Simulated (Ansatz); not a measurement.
# KTaO3 (Pm-3m) in Ansatz: reference runs

Reference runs on KTaO3: the cell as given and a disturbed copy.

Everything below comes from runs of Ansatz 0.2.0. Logs are shortened: lines on timing, memory, paths and dates and some standing lists are left out, and cuts for length are marked.

## (1) The structure

It takes space group Pm-3m (No. 221, cubic). The conventional cell has a = 3.988 Å, b = 3.988 Å, c = 3.988 Å, α = 90.00°, β = 90.00°, γ = 90.00°. Around Ta (site symmetry m-3m) lie 6 O at 1.99 Å. K (site symmetry m-3m) has 12 O at 2.82 Å as nearest neighbours. O (site symmetry 4/mmm) has 2 Ta at 1.99 Å as nearest neighbours.

## (2) Single point, PBEsol

input.yaml

```yaml
crystal:
  lattice:
    - [3.9883, 0.0, 0.0]
    - [0.0, 3.9883, 0.0]
    - [0.0, 0.0, 3.9883]
  atoms:
    - { symbol: Ta, position: [0.0, 0.0, 0.0] }
    - { symbol: K, position: [0.5, 0.5, 0.5] }
    - { symbol: O, position: [0.0, 0.0, 0.5] }
    - { symbol: O, position: [0.0, 0.5, 0.0] }
    - { symbol: O, position: [0.5, 0.0, 0.0] }
kpoints:
  mp_grid: { grid: [7, 7, 7] }
scf:
  occupations: { method: fermi_dirac, width: 0.05 }
hamiltonian:
  xc: pbesol
  pseudopotentials: { kind: all_electron, lapw: { basis_error: 0.001 } }
output:
  forces: true
  stress: true
  eigenvalues: true
  populations: true
```

Potentials or basis: all-electron LAPW, scalar-relativistic.

Run with:

```console
ansatz run input.yaml --threads 4 --pin off --max-ram 12288MiB --backend cpu --events-out ev --progress --plain --runs-dir out
```

What it wrote:

```text
Warning: RAYON_NUM_THREADS=4 ignored (pool sized by the plan → 4); use --threads N
Ta: projections on atomic orbitals take those of the free atom 1s2 2s2 2p6 3s2 3p6 3d10 4s2 4p6 4d10 4f14 5s2 5p6 5d3 6s2, of charge +0.00 (hamiltonian.pseudopotentials.projection_atoms)
K: projections on atomic orbitals take those of the free atom 1s2 2s2 2p6 3s2 3p6 4s1, of charge +0.00 (hamiltonian.pseudopotentials.projection_atoms)
O: projections on atomic orbitals take those of the free atom 1s2 2s2 2p4, of charge +0.00 (hamiltonian.pseudopotentials.projection_atoms)
LAPW: plane waves up to 11.071 Å⁻¹, error target 1.0e-3 eV per atom; small_component_spin mean_spin; O in spheres of 0.849 Å, 8 of its electrons in bands, Dirac shells []; K in spheres of 1.146 Å, 17 of its electrons in bands, Dirac shells []; Ta in spheres of 1.146 Å, 45 of its electrons in bands, Dirac shells [] (how accurate: hamiltonian.pseudopotentials.lapw.basis_error, Limitations)
Engine: ansatz 0.2.0, x86_64-unknown-linux-gnu
Pseudopotentials: kind: all_electron
Pseudopotential: Ta, LAPW, valence charge 45, lapw/all_electron/scalar/gaussian/Ta, Koelling and Harmon's equation, gaussian nucleus
Pseudopotential: K, LAPW, valence charge 17, lapw/all_electron/scalar/gaussian/K, Koelling and Harmon's equation, gaussian nucleus
Pseudopotential: O, LAPW, valence charge 8, lapw/all_electron/scalar/gaussian/O, Koelling and Harmon's equation, gaussian nucleus
Functional definition: PBEsol
  exchange = pbesol_x
  correlation = pbesol_c
Crystal: 5 atoms, lattice volume = 63.440 Å³
Basis set: ecut = 466.97534220657764 eV, 1419 PW (Γ), exchange–correlation at level 2
Bands: 52, of which v1, the nominal top of the filled ones, is band 43 counted from 1 (42 counted from 0)
Symmetry: 48 space group operations
Space group: Pm-3m (ITA 221), of the structure as read, at distance tolerance 4.0e-5 Å
k-points: 20 of 343
Non-local potential: Ta, projectors of the file, none
Non-local potential: K, projectors of the file, none
Non-local potential: O, projectors of the file, none
Initial density: superposition of atomic densities (chi_scale 0.1, normalization cell, long waves kept (reshape's long-wave potential 0.00 eV rms))
Initial wavefunctions: plane waves of lowest kinetic energy (no species holds an atomic orbital)
Functional: x = pbesol(κ = 0.804, μ = 0.12345679012345678), c = pbesol(β = 0.046)
iter 1 solved again at ethr=1.61e-2 eV; its pass at ethr=1.00e-1 eV (dr2=1.38e1 eV) is discarded
SCF iter   1: F=—  HF=-446943.510624 eV  |F-HF|=—  |Δ(HF+E_count)|=         —  Δρ=1.38e-1  dr2=1.38e1  ethr=1.61e-2  ⟨swp⟩=2.1  Hψ=6571  notcnv=0
preconditioner: auto → Resta (q_TF=auto, 2.870 Å⁻¹)  ε∞=3.3  [insulator: Δε(μ)=6.019 eV  Ē_g=22.137 eV  σ=0.050 eV  W_gap=1.00  n_scr=26 (ndim 8)  ℏωp=33.6 eV  f_vac=0.038  D(μ)=0.00/eV (n_scr^D=0)  ε∞_Penn≈3.3]
iter 2 solved again at ethr=3.05e-4 eV; its pass at ethr=1.61e-2 eV (dr2=2.62e-1 eV) is discarded
SCF iter   2: F=—  HF=-446938.262826 eV  |F-HF|=—  |Δ(HF+E_count)|=    5.25e0  Δρ=3.12e-2  dr2=2.63e-1  ethr=3.05e-4  ⟨swp⟩=2.1  Hψ=5301  notcnv=0
SCF iter   3: F=—  HF=-446937.750663 eV  |F-HF|=—  |Δ(HF+E_count)|=   5.12e-1  Δρ=2.77e-2  dr2=5.87e-1  ethr=3.05e-4  ⟨swp⟩=3.0  Hψ=3448  notcnv=0
SCF iter   4: F=—  HF=-446937.757937 eV  |F-HF|=—  |Δ(HF+E_count)|=         —  Δρ=7.11e-3  dr2=5.15e-2  ethr=3.05e-4  ⟨swp⟩=2.9  Hψ=3244  notcnv=0
the basis was enlarged: its passes take 211.4 KiB over the memory plan, 4 of 4 planned eigensolver slots
SCF iter   5: F=—  HF=-446937.656540 eV  |F-HF|=—  |Δ(HF+E_count)|=   1.01e-1  Δρ=6.61e-3  dr2=3.63e-2  ethr=5.99e-5  ⟨swp⟩=2.0  Hψ=3236  notcnv=0
SCF iter   6: F=—  HF=-446937.651165 eV  |F-HF|=—  |Δ(HF+E_count)|=   5.38e-3  Δρ=5.47e-3  dr2=2.59e-2  ethr=4.22e-5  ⟨swp⟩=2.3  Hψ=3215  notcnv=0
SCF iter   7: F=—  HF=-446937.644178 eV  |F-HF|=—  |Δ(HF+E_count)|=   6.99e-3  Δρ=2.28e-3  dr2=4.60e-3  ethr=3.01e-5  ⟨swp⟩=2.0  Hψ=2877  notcnv=0
SCF iter   8: F=—  HF=-446937.642815 eV  |F-HF|=—  |Δ(HF+E_count)|=   1.36e-3  Δρ=4.43e-4  dr2=1.75e-4  ethr=5.35e-6  ⟨swp⟩=2.0  Hψ=3105  notcnv=0
SCF iter   9: F=—  HF=-446937.642762 eV  |F-HF|=—  |Δ(HF+E_count)|=   5.30e-5  Δρ=5.88e-5  dr2=2.94e-6  ethr=2.03e-7  ⟨swp⟩=2.0  Hψ=3080  notcnv=0
SCF iter  10: F=-446937.642762 eV  HF=-446937.642762 eV  |F-HF|=1.55e-8  |Δ(HF+E_count)|=   4.52e-7  Δρ=6.73e-6  dr2=2.53e-8  ethr=3.42e-9  ⟨swp⟩=2.2  Hψ=3086  notcnv=0
SCF 1 converged in 10 iterations: F = -446937.642762 eV  dr2 = 2.53e-8
SCF converged after 10 iterations
Free energy (F): -446937.642762 eV
Harris-Foulkes:  -446937.642762 eV  (|F-HF|=1.55e-8)
Internal energy: -446937.642762 eV  (E = F + TS)
E sigma→0 (E₀):  -446937.642762 eV
Fermi energy:    11.721380 eV
--- Per-component energies (eV) ---
  E_band       = -10878.708150
  E_kinetic    = 496345.274813
  E_xc         = -10063.293077
  E_electrostatic = -933219.624497  (all electrons and nuclei)
  E_smearing   = -0.000000  (= −TS)
  E_closure    = 0.000000  (closes the sum)
  E_atoms      = -446896.733253  (free atoms, spherical and without spin; not in F)
  Σ components = -446937.642762   (vs F -446937.642762, Δ=0.00e0)
  Basis errors (estimates in eV, not in F): energy 4.3e-4 per atom: plane waves 3.9e-4 (2.3e-4 summed), levels above the bands 2.8e-87, relativity 4.5e-8, radial functions 4.2e-5, core shells 9.5e-13; eigenvalues (radial functions only) 1.8e-5; not estimated: angular momenta, meshes, grids; target (lapw.basis_error) 1.0e-3; muffin-tin radii O 0.849 Å, K 1.146 Å, Ta 1.146 Å
--- Forces (eV/Å), atoms counted from 1 ---
  atom   1  Ta     0.00000000    -0.00000000     0.00000000
  atom   2  K     -0.00000000     0.00000000     0.00000000
  atom   3  O     -0.00000000     0.00000000    -0.00000000
  atom   4  O     -0.00000000    -0.00000000     0.00000000
  atom   5  O     -0.00000000     0.00000000     0.00000000
  max |Σ_I F_I| component: 1.92e-29 eV/Å
--- Stress (GPa, compression-positive) ---
       -0.436238      -0.000000       0.000000
       -0.000000      -0.436238       0.000000
        0.000000       0.000000      -0.436238
  P = ⅓ Tr σ = -0.4362 GPa (-4.362 kbar)
--- Band table (eV; the first three rows and the last of 20) ---
  k-point 0: bands = ["-522.9375", "-491.5363", "-491.5363", "-491.5363", "-383.6354", "-383.6354", "-383.6354", "-333.7925", "-260.8173", "-260.8173", "-260.8173", "-205.4326", "-205.4326", "-205.4326", "-205.4128", "-205.4128", "-56.7285", "-23.2878", "-23.2878", "-23.2878", "-16.4660", "-8.5214", "-8.5214", "-8.5214", "-8.5195", "-8.5103", "-8.5103", "-8.5103", "-6.8199", "-6.1048", "-6.1048", "-0.0933", "-0.0933", "-0.0933", "8.2179", "8.2179", "8.2179", "9.5763", "9.5763", "9.5763", "10.0346", "10.0346", "10.0346", "12.7785", "12.7785", "12.7785", "17.0897", "17.4536", "17.4536", "18.5650", "18.5650", "21.7986"]
  k-point 1: bands = ["-522.9375", "-491.5363", "-491.5363", "-491.5363", "-383.6354", "-383.6354", "-383.6354", "-333.7925", "-260.8173", "-260.8173", "-260.8173", "-205.4326", "-205.4326", "-205.4326", "-205.4128", "-205.4128", "-56.7284", "-23.3055", "-23.2871", "-23.2871", "-16.4604", "-8.5365", "-8.5211", "-8.5211", "-8.5195", "-8.5103", "-8.5098", "-8.5098", "-6.7593", "-6.1003", "-5.9794", "-0.0858", "-0.0858", "-0.0653", "7.7274", "8.1923", "8.1923", "9.2667", "9.2667", "9.4788", "9.4807", "9.9369", "9.9369", "12.8082", "13.4009", "13.4009", "17.4312", "17.4657", "18.2557", "18.8237", "18.8867", "21.6393"]
  k-point 2: bands = ["-522.9375", "-491.5363", "-491.5363", "-491.5363", "-383.6354", "-383.6354", "-383.6354", "-333.7925", "-260.8173", "-260.8173", "-260.8173", "-205.4326", "-205.4326", "-205.4326", "-205.4128", "-205.4128", "-56.7282", "-23.3449", "-23.2856", "-23.2856", "-16.4479", "-8.5633", "-8.5206", "-8.5206", "-8.5196", "-8.5105", "-8.5088", "-8.5088", "-6.7109", "-6.0901", "-5.5776", "-0.0689", "-0.0689", "-0.0016", "6.4187", "8.1317", "8.1317", "8.7032", "8.7032", "8.8307", "9.2780", "9.8549", "9.8549", "12.8768", "14.5990", "14.5990", "17.4845", "18.1806", "19.2295", "19.4355", "20.1127", "21.2990"]
  k-point 19: bands = ["-522.9375", "-491.5363", "-491.5363", "-491.5363", "-383.6354", "-383.6354", "-383.6354", "-333.7925", "-260.8173", "-260.8173", "-260.8173", "-205.4326", "-205.4326", "-205.4326", "-205.4128", "-205.4128", "-56.7269", "-23.3678", "-23.3676", "-23.3676", "-16.4077", "-8.5785", "-8.5778", "-8.5778", "-8.5200", "-8.5061", "-8.5061", "-8.5061", "-5.1948", "-5.1336", "-5.1336", "-0.3404", "-0.3404", "-0.2953", "5.2650", "5.4047", "5.4047", "6.6915", "6.7797", "6.7797", "10.5263", "10.5263", "10.5802", "16.8696", "16.9351", "16.9351", "19.6666", "19.6666", "19.7142", "21.5027", "22.5247", "22.5247"]
--- Löwdin populations: 5 sites ---
  site symbol       q [e]
     0     Ta     71.4342
     1      K     18.1924
     2      O      8.7261
     3      O      8.7261
     4      O      8.7261
  spilling = 0.001681 (of n_electrons = 116.000000)
```

Run time: 18 s. Hardware: 4 threads of Intel Xeon Platinum 8375C at 2.90GHz (Ice Lake), shared host; peak memory 0.66 GiB.

Results:

- Free energy: -446937.6428 eV
- Pressure: -0.4 GPa
- Band gap on the k mesh: 2.20 eV, indirect (least direct gap 2.74 eV)
- Loewdin charges: Ta +1.57; K +0.81; O -0.73 e

Levels at points of the mesh, in eV from the valence-band top:
| k point | band 40 | band 41 | band 42 | band 43 | band 44 | band 45 | band 46 | band 47 |
| --- | --- | --- | --- | --- | --- | --- | --- | --- |
| (0.00, 0.00, 0.00) | -1.00 | -0.55 | -0.55 | -0.55 | 2.20 | 2.20 | 2.20 | 6.51 |

Caveat: spin-orbit coupling is left out, which moves the levels of the heavy elements; an odd mesh through Γ misses points on the zone boundary, where band edges often lie.

## (3) Equation of state, PBEsol

Potentials or basis: all-electron LAPW, scalar-relativistic.

This step only gathers the single runs of the series.

What came out:

| Item | Value |
| --- | --- |
| Equilibrium volume | 12.66 Å³/atom |
| Bulk modulus | 201 GPa |
| Pressure derivative of the bulk modulus | 4.5 |

Energy against volume, from the lowest point:
```
volume (Å³/atom)  energy (meV/atom)
          11.927              29.74
          12.180              12.22
          12.434               2.58
          12.688               0.00
          12.942               3.74
          13.196              13.15
          13.449              27.64
```

The run has no spin-orbit coupling, so splittings on Ta are missing.

## (4) Single point, PBEsol (atoms moved at random, drawn with an rms of 0.05 Å)

input.yaml

```yaml
crystal:
  lattice:
    - [3.9883, 0.0, 0.0]
    - [0.0, 3.9883, 0.0]
    - [0.0, 0.0, 3.9883]
  atoms:
    - { symbol: Ta, position: [-0.008794, 0.006374, -0.013173] }
    - { symbol: K, position: [0.508673, 0.497775, 0.522552] }
    - { symbol: O, position: [-0.003495, 0.001027, 0.489911] }
    - { symbol: O, position: [0.000473, 0.504243, 0.001769] }
    - { symbol: O, position: [0.495408, 0.00732, -0.004128] }
kpoints:
  mp_grid: { grid: [7, 7, 7] }
scf:
  occupations: { method: fermi_dirac, width: 0.05 }
hamiltonian:
  xc: pbesol
  pseudopotentials: { kind: all_electron, lapw: { basis_error: 0.001 } }
output:
  forces: true
  stress: true
  eigenvalues: true
  populations: true
```

Run with:

```console
ansatz run input.yaml --threads 4 --pin off --max-ram 12288MiB --backend cpu --events-out ev --progress --plain --runs-dir out
```

Wall time 3.6 min (4 threads of Intel Xeon Platinum 8375C at 2.90GHz (Ice Lake), shared host); peak memory 1.9 GiB.

The run converged. Its results:

* Free energy: -446937.5929 eV
* Pressure: -0.3 GPa
* Largest force: 0.564 eV/Å
* Band gap on the k mesh: 2.20 eV, indirect (least direct gap 2.75 eV)
* Loewdin charges: Ta +1.56; K +0.81; O -0.72, -0.73 e

Forces on the atoms (eV/Å):
```
Ta   0.148 -0.076  0.302
K   -0.234  0.123 -0.497
O   -0.010  0.038  0.460
O   -0.069 -0.022 -0.179
O    0.165 -0.063 -0.085
```

Stress tensor (GPa, compression positive):
```
-0.16 -0.06  0.23
-0.06 -0.27 -0.18
 0.23 -0.18 -0.35
```

Levels at points of the mesh, in eV from the valence-band top:
```
           k point  band 40  band 41  band 42  band 43  band 44  band 45  band 46  band 47
(0.00, 0.00, 0.00)    -1.00    -0.58    -0.56    -0.55     2.20     2.23     2.26     6.50
```

Caveat: spin-orbit coupling is left out, which moves the levels of the heavy elements; an odd mesh through Γ misses points on the zone boundary, where band edges often lie.

## (5) Summary

```csv
task,cell,cutoff (eV),gap on the mesh (eV),pressure (GPa)
single point,as given,467,2.20,-0.4
equation of state,as given,-,-,-
single point,"atoms moved at random, drawn with an rms of 0.05 Å",476,2.20,-0.3
```

Alike in all rows: level PBEsol; potentials or basis all-electron LAPW, scalar-relativistic; no spin polarisation; k mesh 7 × 7 × 7; smearing fermi-dirac 0.05 eV; basis error allowed 0.001 eV/atom.

Caveats: spin-orbit coupling is left out, which moves the levels of the heavy elements (some runs); an odd mesh through Γ misses points on the zone boundary, where band edges often lie (some runs).

Compare energies only between runs with the same functional and basis.
